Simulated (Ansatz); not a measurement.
# Cobalt, diamond under LDA: structure, energy and stiffness, part 3 of 3

Aim: take cobalt in the diamond structure, relax it, solve it on a dense k-mesh, switch on spin-orbit coupling, then scale the cell to 7 volumes from 88 to 112 % of the relaxed one and try a fit of the equation of state. The start is antiferromagnetic. The k-meshes are 11×11×11 for the relaxation; 19×19×19 for the dense run; 11×11×11 for spin-orbit coupling; 13×13×13 for the volumes.

Ansatz 0.2.0; DFT, LDA (PW92), plane waves (420 eV) with PAW, scalar-relativistic. Earlier steps stand in the parts before.

## (11) The cell scaled to 112 % of its volume

This is Co in the diamond structure; at room conditions it is hcp.

Contents of input.yaml:

```yaml
crystal:
  lattice:
    - [0.0, 2.4871820656, 2.4871820656]
    - [2.4871820656, 0.0, 2.4871820656]
    - [2.4871820656, 2.4871820656, 0.0]
  atoms:
    - { symbol: Co, position: [0.125, 0.125, 0.125], spin: 1.7 }
    - { symbol: Co, position: [0.875, 0.875, 0.875], spin: -1.7 }
hamiltonian:
  xc: lda
  pseudopotentials:
    kind: paw
    azcp:
      Co: "pseudopotentials/Co.paw.azcp"
basis:
  ecutwfc: 420
  fft_grid_basis: typed
kpoints:
  mp_grid: { grid: [13, 13, 13], shift: [0, 0, 0] }
magnetization:
  spin_polarized: true
scf:
  occupations: { method: fermi_dirac, width: 0.05 }
  lower_state_search: "off"
output:
  stress: true
```

The log of the run, cut to the lines that bear on the results:

```text
Warning: <dir> the record states the generating functional pbe (its physics header spells it `PBE`), which answers neither for hamiltonian.xc's functional nor for the lda family's — results may be inconsistent (PPs are generated against a specific XC)
Warning: RAYON_NUM_THREADS=2 ignored (pool sized by the plan → 2); use --threads N
[...]
Pseudopotentials: kind: paw
Pseudopotential: Co, paw, valence charge 17, recommended cutoff 420 eV (normal), <dir>
Functional definition: SPW92
[...]
Crystal: 2 atoms, lattice volume = 30.772 Å³
Basis set: ecut = 420 eV, 609 PW (Γ)
Bands: 23, of which v1, the nominal top of the filled ones, is band 17 counted from 1 (16 counted from 0)
Symmetry: 24 space group operations
[...]
WARN: the starting moments were not kept: the SCF closed with an absolute magnetisation of 9.0e-6 μB, where they sum to 3.4 μB in size (2 sites). That is at most 0.1 of that sum. Measured as dr2_m measures the in/out step, that magnetisation stands 9.9e-11 eV from none, at or under the [...]
SCF converged after 23 iterations
Magnetization: -0.0000 μB (17.0000 up, 17.0000 down)
Absolute magnetization: 0.0000 μB (∫|ρ↑−ρ↓|, with the PAW one-centre terms)
Spin contamination: 0.0000 ħ² per cell (⟨S²⟩ above its minimum at these occupations)
Per-site moments (μB) at R_I (Å): [(-5.301726542473359e-6, 0.8885096767167444), (3.025746110126624e-6, 0.8885096767167444)]
Free energy (F): -10122.599397 eV
[...]
E sigma→0 (E₀):  -10122.579357 eV
Entropy (-TS):   -0.040079 eV (-20.040 meV/atom)
Fermi energy:    11.478829 eV
[...]
--- Stress (GPa, compression-positive) ---
      -14.639602       0.000000       0.000000
        0.000000     -14.639602      -0.000000
        0.000000      -0.000000     -14.639602
  P = ⅓ Tr σ = -14.6396 GPa (-146.396 kbar)
```

It took 14 s on 2 threads of Arm Neoverse V1, shared host; peak memory 0.37 GiB.

## (12) The equation of state

The cell was scaled evenly, with its shape and the fractional positions fixed.

| V (Å³/atom) | E − E₀ (meV/atom) | P from the stress (GPa) | P from the fit (GPa) |
| --- | --- | --- | --- |
| 12.089 | 128.8 | 28.63 | 28.51 |
| 12.638 | 52.2 | 16.84 | 16.68 |
| 13.188 | 11.6 | 7.44 | 7.28 |
| 13.737 | 0.0 | -0.07 | -0.21 |
| 14.287 | 11.4 | -6.06 | -6.20 |
| 14.836 | 41.2 | -10.84 | -10.99 |
| 15.386 | 85.7 | -14.64 | -14.82 |

A third-order Birch-Murnaghan fit gives V₀ = 13.720 Å³/atom, B₀ = 168 GPa and B₀′ = 4.6; it misses no point by more than 0.03 meV/atom.

Fit and stress differ a little: one follows E(σ → 0), the other the smeared free energy.

## (13) Outcome

The summary covers parts 1 to 3.

```
                      quantity                         value
space group (spins left aside)               Fd-3m (No. 227)
             conventional cell                   a = 4.790 Å
                        volume                13.737 Å³/atom
             shortest distance                       2.074 Å
               gap on the mesh  none (levels filled in part)
                magnetic state                  non-magnetic
relative to hcp, ferromagnetic                +1391 meV/atom
                   V₀, B₀, B₀′  13.720 Å³/atom, 168 GPa, 4.6
```

**Reading.** The relaxation shrank the cell by 8.1 % in volume. Against the reference form of cobalt (hcp, ferromagnetic, computed apart with the same settings) it stands 1391 meV/atom higher; part of this is magnetic energy, as this run has no moments. The moments die out: the run ends non-magnetic. Levels at the Fermi energy are filled in part, as in a metal. Totals with and without spin-orbit coupling (-0.24 eV/atom apart) can't be read as binding, since the two-component data shift the zero of energy. The fitted modulus is 168 GPa. Relaxation kept the symmetry; phonons were not checked.
